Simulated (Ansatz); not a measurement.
# C in Ansatz: the effect of functional

Slab: C, a slab with vacuum.

```
C
1.0
     2.47000    0.00000    0.00000
    -1.23500    2.13908    0.00000
     0.00000    0.00000   25.21895
C
8
Direct
  0.00000 0.00000 0.29740
  0.66667 0.33333 0.29874
  0.00000 0.00000 0.43202
  0.33333 0.66667 0.43336
  0.00000 0.00000 0.56664
  0.66667 0.33333 0.56798
  0.00000 0.00000 0.70126
  0.33333 0.66667 0.70260
```

The cell isn't the ideal one: the (0 0 1) slab of C, cut from the database cell, not relaxed.

Alike in all runs:

```yaml
Program: Ansatz 0.2.0
Task: projected density of states
Potentials_or_basis: Ansatz PAW
k_mesh: 12 × 12 × 1
Occupations: fermi-dirac, width 0.05 eV
Spin: no spin polarisation
```

| functional | cutoff | largest force (eV/Å) | work function (eV) |
| --- | --- | --- | --- |
| LDA | 420 eV (not typed: the program's choice for these potentials) | 0.62 | 4.60 |
| PBEsol | 420 eV (not typed: the program's choice for these potentials) | ? | ? |
| RPBE | 420 eV (not typed: the program's choice for these potentials) | 0.65 | 4.18 |
| revPBE | 420 eV (not typed: the program's choice for these potentials) | 0.64 | 4.19 |
| BLYP | 420 eV (not typed: the program's choice for these potentials) | 0.67 | 3.98 |
| r2SCAN | 500 eV (not typed: the program's choice for these potentials) | 0.62 | 4.35 |

**Question.** What does the run with functional PBEsol give?

**Answer.** Largest force 0.60 eV/Å; work function 4.38 eV.

Caveats: the PAW data sets come from PBE, with cores solved anew for the run's functional, which leaves a small shift of forces and pressure.

Runs at the PBE level aren't shown here.
